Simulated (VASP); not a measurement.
A run of VASP 6.6.1 is set up as follows.

Contents of INCAR:

```
PREC = Accurate
ENCUT = 600
EDIFF = 1E-6
ISMEAR = 0
SIGMA = 0.02
LREAL = False
LASPH = True
NELM = 80
ALGO = Fast
ISIF = 3
LWAVE = False
LCHARG = False
GGA = CA
IBRION = 2
NSW = 40
EDIFFG = -0.01
LATTICE_CONSTRAINTS = .FALSE. .FALSE. .TRUE.
KPAR = 2
```

Contents of KPOINTS:

```
regular mesh
0
Gamma
  8 5 5
```

File POSCAR:

```
AlN
1.0
    3.1022835425      0.0000000000      0.0000000000
    0.0000000000      5.0256993388      0.0000000000
    0.0000000000      0.0000000000      5.4333242715
Al N
4 4
Direct
    0.0000000000      0.0000000000      0.3333333333
    0.5000000000      0.0000000000      0.8333333333
    0.5000000000      0.5000000000      0.1666666667
    0.0000000000      0.5000000000      0.6666666667
    0.0000000000      0.6220000000      0.3333333333
    0.5000000000      0.6220000000      0.8333333333
    0.5000000000      0.1220000000      0.1666666667
    0.0000000000      0.1220000000      0.6666666667
```

Potentials or basis: VASP PAW LDA potentials, release 64 (Al, N).

Command:

```bash
$ cat potpaw_LDA.64/Al/POTCAR potpaw_LDA.64/N/POTCAR > POTCAR
$ mpirun -np 2 vasp_std > vasp.out
```

Task: What does it give for the relaxed cell?

Result: a = 3.102 Å, b = 5.026 Å, c = 5.323 Å, α = 90.00°, β = 90.00°, γ = 90.00°.

Task: Estimate the space group after relaxing (to 0.05 Å).

Result: P6_3mc (No. 186).

Task: Predict the relaxed volume.

Result: 10.37 Å³/atom.

Task: What does it give for the band gap on the k mesh?

Result: 4.37 eV.

The path:
```tsv
step	energy change (eV)	largest force (eV/Å)	pressure (GPa)	volume (Å³)
1	0.0000	0.1890	-6.65	84.71
2	-0.0222	0.3840	-0.93	82.38
3	-0.0426	0.1393	-3.37	83.32
4	-0.0463	0.0201	-2.78	83.08
5	-0.0463	0.0237	-2.77	83.07
6	-0.0463	0.0254	-2.77	83.06
7	-0.0464	0.0078	-2.61	83.00
```

As with any semilocal functional, this LDA gap is likely too small.
